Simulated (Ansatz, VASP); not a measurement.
## Two plane-wave programs on Zn

```xyz
1
Lattice="14.0000 0.0000 0.0000 0.0000 14.4000 0.0000 0.0000 0.0000 14.8000" Properties=species:S:1:pos:R:3 pbc="T T T"
Zn    7.0000    7.2000    7.4000
```

Alike in both runs: task single point; functional PBE; k mesh 1 × 1 × 1; occupations fermi-dirac, width 0.01 eV; collinear spin.

|  | VASP | Ansatz |
| --- | --- | --- |
| version | VASP 6.6.1 | Ansatz 0.2.0 |
| potentials or method | VASP PAW PBE potentials, release 64 (Zn) | plane waves (420 eV) with PAW, scalar-relativistic |
| plane-wave cutoff (eV) | 520 | 420 |
| valence electrons in the cell | 12 | 12 |

```tsv
	VASP	Ansatz	Ansatz less VASP
gap on the k mesh at the Fermi level (eV)	4.87	4.86	-0.001
net moment per atom (μB)	0.00	0.00	0.000
```

With one functional, cell and mesh, what is left measures potentials, basis and numerics. Ansatz warned: «seeded_moment_not_kept».
